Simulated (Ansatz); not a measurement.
# armchair graphene nanoribbon (N = 4, H edges): bands under strain, part 2 of 3

Wanted: the relaxed geometry and the bands of the armchair graphene nanoribbon (N = 4, H edges).

Ansatz 0.2.0; DFT PBE, plane waves, PAW; relaxation of a wire's period (the session's first sound run).

So far, band gap (eV): step 3 (the wire at its relaxed period) 2.46.

### 4. Strain along the wire, period over the relaxed period 0.96, k-mesh 1×1×15

This step: DFT PBE, plane waves, PAW; relaxation at a fixed period (Ansatz 0.2.0).

The period is set to 0.96 times the relaxed one and the atoms relax within it: strain changes bond lengths and angles, which shifts the bands against each other. Against the first PBE run of this kind, the mesh along the wire has 15 points against 19.

The cell differs from the one that the last finished run ended in (c 4.324 → 4.151 Å).

The input, input.yaml:

```yaml
crystal:
  lattice:
    - [12.543, 0.0, 0.0]
    - [0.0, 7.0, 0.0]
    - [0.0, 0.0, 4.1509605432]
  atoms:
    - { symbol: C, position: [0.35476537, 0.5, 0.008241354] }
    - { symbol: C, position: [0.548981202, 0.5, 0.999360838] }
    - { symbol: C, position: [0.35476537, 0.5, 0.32509198] }
    - { symbol: C, position: [0.548981202, 0.5, 0.333972495] }
    - { symbol: H, position: [0.721757959, 0.5, 0.389844946] }
    - { symbol: H, position: [0.278207168, 0.5, 0.443488387] }
    - { symbol: C, position: [0.450983925, 0.5, 0.499360838] }
    - { symbol: C, position: [0.645199757, 0.5, 0.508241354] }
    - { symbol: C, position: [0.450983925, 0.5, 0.833972495] }
    - { symbol: C, position: [0.645199757, 0.5, 0.82509198] }
    - { symbol: H, position: [0.278207168, 0.5, 0.889844946] }
    - { symbol: H, position: [0.721757959, 0.5, 0.943488387] }
kpoints:
  mp_grid: { grid: [1, 1, 15] }
  band_path: { path: ["Γ", Z], npoints: 90 }
scf:
  occupations: { method: fermi_dirac, width: 0.05 }
hamiltonian:
  xc: pbe
relax:
  max_steps: 40
  f_tol: 0.02
output:
  stress: true
```

Run with:

```console
> ansatz run input.yaml --threads 4 --pin off --max-ram 16384MiB --backend cpu --events-out ev --progress --plain --runs-dir out
```

Numbers of over 12 decimals in the logs are rounded to 6 here.

What it wrote:

```text
Warning: output.stress: scf.convergence.dr2_threshold = 1e-7 eV (the SCF's general default) is looser than the 1.2e-9 eV advised for a printed stress (1e-10 eV for each atom of the cell: 12). What an SCF threshold leaves in a stress goes as its square root, and in the free energy as the threshold itself, and one threshold admits the most on a small cell: [figures from the program's tests cut] Every solve of this run  [...]
[...]
Crystal: 12 atoms, lattice volume = 364.458 Å³
Basis set: ecut = 420 eV, 7099 PW (Γ), exchange–correlation on 180×96×60 points (8 copies of the dense FFT grid, shifted against one another)
Bands: 30, of which v1, the nominal top of the filled ones, is band 18 counted from 1 (17 counted from 0)
Symmetry: 8 space group operations
[...]
k-points: 8 of 15
[...]
SCF iter   1: F=—  HF=-2070.377243 eV  |F-HF|=—  |Δ(HF+E_count)|=         —  Δρ=2.53e-3  dr2=5.30e-2  ethr=1.77e-3  ⟨swp⟩=6.5  Hψ=1304  notcnv=0  defer=11
[...]
SCF iter   6: F=-2070.368032 eV  HF=-2070.368032 eV  |F-HF|=7.55e-8  |Δ(HF+E_count)|=   1.62e-6  Δρ=4.55e-6  dr2=3.88e-8  ethr=5.75e-9  ⟨swp⟩=2.0  Hψ=710  notcnv=0
SCF 1 converged in 6 iterations: F = -2070.368032 eV  dr2 = 3.88e-8
[...]
relax step   1: F+E_penalty+E_count = -2070.36803189 eV  Δ(F+E_penalty+E_count) = +0.000e0 eV  max|allowed force component| = 1.838e0 eV/Å  Δτ_max = 0.0000 Å  (6 SCF iters, dr2 threshold 1.00e-5 eV, accepted)
[...]
SCF iter   5: F=-2070.473729 eV  HF=-2070.473728 eV  |F-HF|=5.04e-7  |Δ(HF+E_count)|=   3.83e-6  Δρ=2.75e-5  dr2=1.80e-6  ethr=1.98e-7  ⟨swp⟩=4.2  Hψ=665  notcnv=0
SCF 2 converged in 5 iterations: F = -2070.473729 eV  dr2 = 1.80e-6
[...]
relax step   2: F+E_penalty+E_count = -2070.47372896 eV  Δ(F+E_penalty+E_count) = -1.057e-1 eV  max|allowed force component| = 4.467e-1 eV/Å  Δτ_max = 0.0368 Å  (5 SCF iters, dr2 threshold 1.00e-4 eV, accepted)
SCF iter   1: F=—  HF=-2070.486455 eV  |F-HF|=—  |Δ(HF+E_count)|=         —  Δρ=1.64e-3  dr2=5.92e-3  ethr=2.36e-4  ⟨swp⟩=3.4  Hψ=572  notcnv=0  defer=50
[...]
SCF iter   4: F=-2070.485171 eV  HF=-2070.485177 eV  |F-HF|=6.47e-6  |Δ(HF+E_count)|=   8.63e-6  Δρ=4.97e-5  dr2=1.02e-5  ethr=3.46e-8  ⟨swp⟩=5.0  Hψ=789  notcnv=0
SCF 3 converged in 4 iterations: F = -2070.485171 eV  dr2 = 1.02e-5
[...]
relax step   3: F+E_penalty+E_count = -2070.48517083 eV  Δ(F+E_penalty+E_count) = -1.144e-2 eV  max|allowed force component| = 1.150e-1 eV/Å  Δτ_max = 0.0149 Å  (4 SCF iters, dr2 threshold 1.25e-5 eV, accepted)
[...]
relax step   4: F+E_penalty+E_count = -2070.48536464 eV  Δ(F+E_penalty+E_count) = -1.938e-4 eV  max|allowed force component| = 4.492e-2 eV/Å  Δτ_max = 0.0035 Å  (4 SCF iters, dr2 threshold 8.27e-7 eV, accepted)
SCF iter   1: F=—  HF=-2070.485386 eV  |F-HF|=—  |Δ(HF+E_count)|=         —  Δρ=1.69e-4  dr2=7.94e-5  ethr=2.13e-6  ⟨swp⟩=2.0  Hψ=477  notcnv=0  defer=50
[...]
SCF iter   4: F=-2070.485531 eV  HF=-2070.485531 eV  |F-HF|=1.39e-9  |Δ(HF+E_count)|=   1.28e-8  Δρ=4.67e-6  dr2=3.63e-8  ethr=2.78e-10  ⟨swp⟩=3.4  Hψ=858  notcnv=0
SCF 5 converged in 4 iterations: F = -2070.485531 eV  dr2 = 3.63e-8
relax step   5: F+E_penalty+E_count = -2070.48553115 eV  Δ(F+E_penalty+E_count) = -1.665e-4 eV  max|allowed force component| = 1.596e-3 eV/Å  Δτ_max = 0.0016 Å  (4 SCF iters, accepted)
[...]
the band table was solved once a step of the walk had ended and its energy, with any forces and stress, was formed, with the checks that follow a solve (1851 applications of the Hamiltonian). They found nothing against the state; the energy, forces and stress were not computed again (output.eigenvalues in the input reference)
[...]
SCF converged after 4 iterations
Free energy (F): -2070.485531 eV
[...]
Internal energy: -2070.485531 eV  (E = F + TS)
E sigma→0 (E₀):  -2070.485531 eV
Fermi energy:    -1.367806 eV
[...]
--- Forces (eV/Å), atoms counted from 1 ---
  atom   1  C      0.00105332     0.00000000    -0.00110508
  atom   2  C     -0.00159596     0.00000000    -0.00000220
  atom   3  C      0.00105332     0.00000000     0.00110508
  atom   4  C     -0.00159596     0.00000000     0.00000220
  atom   5  H      0.00053494    -0.00000000    -0.00070299
  atom   6  H     -0.00053494    -0.00000000     0.00070299
  atom   7  C      0.00159596     0.00000000    -0.00000220
  atom   8  C     -0.00105332     0.00000000    -0.00110508
  atom   9  C      0.00159596     0.00000000     0.00000220
  atom  10  C     -0.00105332     0.00000000     0.00110508
  atom  11  H     -0.00053494     0.00000000    -0.00070299
  atom  12  H      0.00053494     0.00000000     0.00070299
  max |Σ_I F_I| component: 4.34e-19 eV/Å
--- Stress (GPa, compression-positive) ---
       -0.005135       0.000000       0.000000
        0.000000       0.095271       0.000000
        0.000000       0.000000       7.013612
  P = ⅓ Tr σ = 2.3679 GPa (23.679 kbar)
--- Band table (eV; the first three rows and the last of 8) ---
  k-point 0: bands = [... 14 lower, -5.4557, -4.9862, -2.8692, -2.5664, -0.1686, 0.1213, 1.1890, 1.7746, ... 8 higher]
  k-point 1: bands = [... 14 lower, -5.4390, -5.0567, -2.9044, -2.7975, 0.0745, 0.1157, 1.2255, 1.8140, ... 8 higher]
  k-point 2: bands = [... 14 lower, -5.4411, -5.2563, -3.3183, -3.0122, 0.1130, 0.6311, 1.3357, 1.9302, ... 8 higher]
  k-point 7: bands = [... 14 lower, -6.7403, -6.2764, -4.7512, -4.4226, 0.9806, 1.3588, 2.9988, 3.4336, ... 8 higher]
--- Relaxed structure (5 steps of the walk, 5 accepted, 0 SCFs on fresh bases) ---
  F+E_penalty+E_count = -2070.48553115 eV   max|allowed force component| = 1.596e-3 eV/Å
  atoms:
    - { symbol: C, position: [0.352900, 0.5, 0.0042063] }
    - { symbol: C, position: [0.549244, 0.5, 0.997615] }
    - { symbol: C, position: [0.352900, 0.5, 0.329127] }
    - { symbol: C, position: [0.549244, 0.5, 0.335718] }
    - { symbol: H, position: [0.722625, 0.5, 0.377471] }
    - { symbol: H, position: [0.277341, 0.5, 0.455862] }
    - { symbol: C, position: [0.450722, 0.5, 0.497615] }
    - { symbol: C, position: [0.647065, 0.5, 0.504206] }
    - { symbol: C, position: [0.450722, 0.5, 0.835718] }
    - { symbol: C, position: [0.647065, 0.5, 0.829127] }
    - { symbol: H, position: [0.277341, 0.5, 0.877471] }
    - { symbol: H, position: [0.722625, 0.5, 0.955862] }
```

Wall time 13 s (4 threads of Arm Neoverse V1, shared host); peak memory 0.84 GiB.

Step by step:

```tsv
step	energy less that of the first step (eV)	largest force component (eV/Å)
1	0.0000	1.8380
2	-0.1057	0.4467
3	-0.1171	0.1150
4	-0.1173	0.0449
5	-0.1175	0.0016
```

The run keeps the 8 symmetry operations that it works with, so distortions that break them were not tested.

The atoms that moved most (Å):

```tsv
atom	dx	dy	dz	length
H12	0.011	0.000	0.051	0.053
H6	-0.011	0.000	0.051	0.053
H5	0.011	0.000	-0.051	0.053
H11	-0.011	0.000	-0.051	0.053
C1	-0.023	0.000	-0.017	0.029
C8	0.023	0.000	-0.017	0.029
C3	-0.023	0.000	0.017	0.029
C10	0.023	0.000	0.017	0.029
```

Final coordinates:

```xyz
12
Lattice="12.5430 0.0000 0.0000 0.0000 7.0000 0.0000 0.0000 0.0000 4.1510" Properties=species:S:1:pos:R:3
C     4.4264    3.5000    0.0175
C     6.8892    3.5000    4.1411
C     4.4264    3.5000    1.3662
C     6.8892    3.5000    1.3936
H     9.0639    3.5000    1.5669
H     3.4787    3.5000    1.8923
C     5.6534    3.5000    2.0656
C     8.1161    3.5000    2.0929
C     5.6534    3.5000    3.4690
C     8.1161    3.5000    3.4417
H     3.4787    3.5000    3.6423
H     9.0639    3.5000    3.9677
```

This step gave:

```yaml
band_gap: 2.398 eV
```

The electronic bands at the labelled points (eV, zero at the Fermi level):

```tsv
point	band 15	band 16	band 17	band 18	band 19	band 20	band 21	band 22
Γ	-4.09	-3.62	-1.50	-1.20	1.20	1.49	2.56	3.14
halfway	-4.36	-4.28	-3.03	-2.01	1.58	3.08	3.19	3.67
Z	-5.15	-5.15	-3.22	-3.22	2.53	2.53	4.62	4.62
```

The gap is 2.40 eV, against 2.46 eV under PBE at the relaxed period.

### 5. Strain along the wire, period over the relaxed period 0.98, k-mesh 1×1×15

The period is set to 0.98 times the relaxed one and the atoms relax within it: strain changes bond lengths and angles, which shifts the bands against each other. Against the first PBE run of this kind, the mesh along the wire has 15 points against 19.

The cell differs from the one that the last finished run ended in (c 4.151 → 4.237 Å).

input.yaml: that of step 4 with these lines changed.

```diff
@@ -4,3 +4,3 @@
     - [0.0, 7.0, 0.0]
-    - [0.0, 0.0, 4.1509605432]
+    - [0.0, 0.0, 4.2374388878]
   atoms:
```

What it wrote:

```text
[...]
Crystal: 12 atoms, lattice volume = 372.051 Å³
Basis set: ecut = 420 eV, 7237 PW (Γ), exchange–correlation on 180×96×60 points (8 copies of the dense FFT grid, shifted against one another)
Bands: 30, of which v1, the nominal top of the filled ones, is band 18 counted from 1 (17 counted from 0)
Symmetry: 8 space group operations
[...]
- { symbol: C, position: [0.549093, 0.5, 0.334724] }
    - { symbol: H, position: [0.722137, 0.5, 0.383354] }
    - { symbol: H, position: [0.277828, 0.5, 0.449979] }
    - { symbol: C, position: [0.450873, 0.5, 0.498609] }
    - { symbol: C, position: [0.646123, 0.5, 0.506237] }
    - { symbol: C, position: [0.450873, 0.5, 0.834724] }
    - { symbol: C, position: [0.646123, 0.5, 0.827097] }
    - { symbol: H, position: [0.277828, 0.5, 0.883354] }
    - { symbol: H, position: [0.722137, 0.5, 0.949979] }
[key lines of the parts left out:]
SCF converged after 3 iterations
Free energy (F): -2070.728420 eV
Fermi energy:    -1.535682 eV
P = ⅓ Tr σ = 1.1315 GPa (11.315 kbar)
```

The job ended after 12 s (4 threads; peak memory 0.86 GiB).

Relaxation path:

```tsv
step	energy less that of the first step (eV)	largest force component (eV/Å)
1	0.0000	0.8061
2	-0.0249	0.2095
3	-0.0276	0.0490
4	-0.0277	0.0090
```

Forces are held to the 8 operations that the run works with; a distortion that breaks them can't arise in this run.

The atoms that moved most (Å):

```tsv
atom	dx	dy	dz	length
H6	-0.005	0.000	0.028	0.028
H12	0.005	0.000	0.028	0.028
H11	-0.005	0.000	-0.028	0.028
H5	0.005	0.000	-0.028	0.028
C1	-0.012	0.000	-0.008	0.014
C8	0.012	0.000	-0.008	0.014
C3	-0.012	0.000	0.008	0.014
C10	0.012	0.000	0.008	0.014
```

The relaxed structure:

```xyz
12
Lattice="12.5430 0.0000 0.0000 0.0000 7.0000 0.0000 0.0000 0.0000 4.2374" Properties=species:S:1:pos:R:3
C     4.4382    3.5000    0.0264
C     6.8873    3.5000    4.2315
C     4.4382    3.5000    1.3861
C     6.8873    3.5000    1.4184
H     9.0578    3.5000    1.6244
H     3.4848    3.5000    1.9068
C     5.6553    3.5000    2.1128
C     8.1043    3.5000    2.1451
C     5.6553    3.5000    3.5371
C     8.1043    3.5000    3.5048
H     3.4848    3.5000    3.7432
H     9.0578    3.5000    4.0255
```

Electronic bands along the path, in eV, zero at the Fermi level:

```tsv
point	band 15	band 16	band 17	band 18	band 19	band 20	band 21	band 22
Γ	-4.07	-3.50	-1.33	-1.26	1.25	1.45	2.69	3.29
halfway	-4.27	-4.10	-2.98	-1.88	1.64	3.17	3.19	3.79
Z	-5.01	-5.01	-3.08	-3.08	2.64	2.64	4.67	4.67
```

The gap is 2.51 eV, against 2.46 eV under PBE at the relaxed period.

### 6. At a strained period, period over the relaxed period 1.02, k-mesh 1×1×14

The period is set to 1.02 times the relaxed one and the atoms relax within it: strain changes bond lengths and angles, which shifts the bands against each other. Against the first PBE run of this kind, the mesh along the wire has 14 points against 19.

The cell differs from the one that the last finished run ended in (c 4.237 → 4.410 Å).

input.yaml: that of step 5 with these lines changed.

```diff
@@ -4,3 +4,3 @@
     - [0.0, 7.0, 0.0]
-    - [0.0, 0.0, 4.2374388878]
+    - [0.0, 0.0, 4.4103955771]
   atoms:
@@ -19,3 +19,3 @@
 kpoints:
-  mp_grid: { grid: [1, 1, 15] }
+  mp_grid: { grid: [1, 1, 14] }
   band_path: { path: ["Γ", Z], npoints: 90 }
```

What it wrote:

```text
[...]
Crystal: 12 atoms, lattice volume = 387.237 Å³
Basis set: ecut = 420 eV, 7589 PW (Γ), exchange–correlation on 180×96×60 points (8 copies of the dense FFT grid, shifted against one another)
Bands: 30, of which v1, the nominal top of the filled ones, is band 18 counted from 1 (17 counted from 0)
Symmetry: 8 space group operations
[...]
- { symbol: C, position: [0.548904, 0.5, 0.333596] }
    - { symbol: H, position: [0.721376, 0.5, 0.396131] }
    - { symbol: H, position: [0.278589, 0.5, 0.437202] }
    - { symbol: C, position: [0.451061, 0.5, 0.499737] }
    - { symbol: C, position: [0.644342, 0.5, 0.510261] }
    - { symbol: C, position: [0.451061, 0.5, 0.833596] }
    - { symbol: C, position: [0.644342, 0.5, 0.823072] }
    - { symbol: H, position: [0.278589, 0.5, 0.896131] }
    - { symbol: H, position: [0.721376, 0.5, 0.937202] }
[key lines of the parts left out:]
SCF converged after 3 iterations
Free energy (F): -2070.735382 eV
Fermi energy:    -1.683607 eV
P = ⅓ Tr σ = -0.9428 GPa (-9.428 kbar)
```

The job ended after 13 s (4 threads; peak memory 0.88 GiB; 49 s of CPU time).

Relaxation path:

```tsv
step	energy less that of the first step (eV)	largest force component (eV/Å)
1	0.0000	0.6485
2	-0.0216	0.2049
3	-0.0238	0.0304
4	-0.0238	0.0092
```

Forces are held to the 8 operations that the run works with; a distortion that breaks them can't arise in this run.

The atoms that moved most (Å):

```tsv
atom	dx	dy	dz	length
H5	-0.005	0.000	0.028	0.028
H11	0.005	0.000	0.028	0.028
H6	0.005	0.000	-0.028	0.028
H12	-0.005	0.000	-0.028	0.028
C10	-0.011	0.000	-0.009	0.014
C3	0.011	0.000	-0.009	0.014
C8	-0.011	0.000	0.009	0.014
C1	0.011	0.000	0.009	0.014
```

Final coordinates:

```xyz
12
Lattice="12.5430 0.0000 0.0000 0.0000 7.0000 0.0000 0.0000 0.0000 4.4104" Properties=species:S:1:pos:R:3
C     4.4606    3.5000    0.0453
C     6.8849    3.5000    4.4092
C     4.4606    3.5000    1.4249
C     6.8849    3.5000    1.4713
H     9.0482    3.5000    1.7471
H     3.4943    3.5000    1.9282
C     5.6577    3.5000    2.2040
C     8.0820    3.5000    2.2505
C     5.6577    3.5000    3.6765
C     8.0820    3.5000    3.6301
H     3.4943    3.5000    3.9523
H     9.0482    3.5000    4.1334
```

The gap is 2.36 eV, against 2.46 eV under PBE at the relaxed period.

(Part 2 of 3 ends here.)

[Logs are printed without paths, hosts, clocks, repeated set-up lines and the standing remarks that a program may print on its own settings, such as how far it seeks lower states.]

[Hosts, paths, dates, database ids (printed as entryN), source tags and the programs' standing remarks are cut or masked in the printed files.]
